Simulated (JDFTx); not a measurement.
Crystal: WC (Qusongite).

```
W C
1.0
     2.90650    0.00000    0.00000
    -1.45325    2.51710    0.00000
     0.00000    0.00000    2.83660
W C
1 1
Direct
  0.00000 0.00000 0.00000
  0.66667 0.33333 0.50000
```

| Item | Value |
| --- | --- |
| Program | JDFTx 1.7.0 (patched build) |
| Task | relaxation of cell and atoms |
| Functional | PBE |
| Potentials or basis | PseudoDojo-SR-PBE-0.5-stringent with smoothed tails |
| Cutoff | 1116 eV |
| Density cutoff | 8925 eV |
| k mesh | 8 × 8 × 7 |
| Occupations | fermi-dirac, width 0.05 eV |
| Spin | no spin polarisation |

At the start: pressure 5.7 GPa; volume 10.38 Å³/atom.

Q: How do energy, volume and symmetry change on relaxing?

A: Over 6 steps the energy falls by 2.7 meV/atom and the volume is 10.53 Å³/atom (+1.5 %); space group P-6m2 (No. 187, to 0.05 Å).

Step by step:
```csv
step,energy change (eV),largest force (eV/Å),pressure (GPa),volume (Å³)
1,0.0000,0.0000,5.66,20.75
2,-0.0020,0.0000,4.44,20.81
3,-0.0053,0.0000,0.25,21.04
4,-0.0053,0.0000,0.06,21.05
5,-0.0054,0.0000,0.01,21.05
6,-0.0054,0.0000,0.00,21.05
```

Final structure:
```yaml
crystal:
  lattice:
    - [2.92297, 0.00000, 0.00000]
    - [-1.46149, 2.53137, 0.00000]
    - [0.00000, 0.00000, 2.84549]
  atoms:
    - { symbol: W, position: [0.00000, 0.00000, 0.00000] }
    - { symbol: C, position: [0.66667, 0.33333, 0.50000] }
```
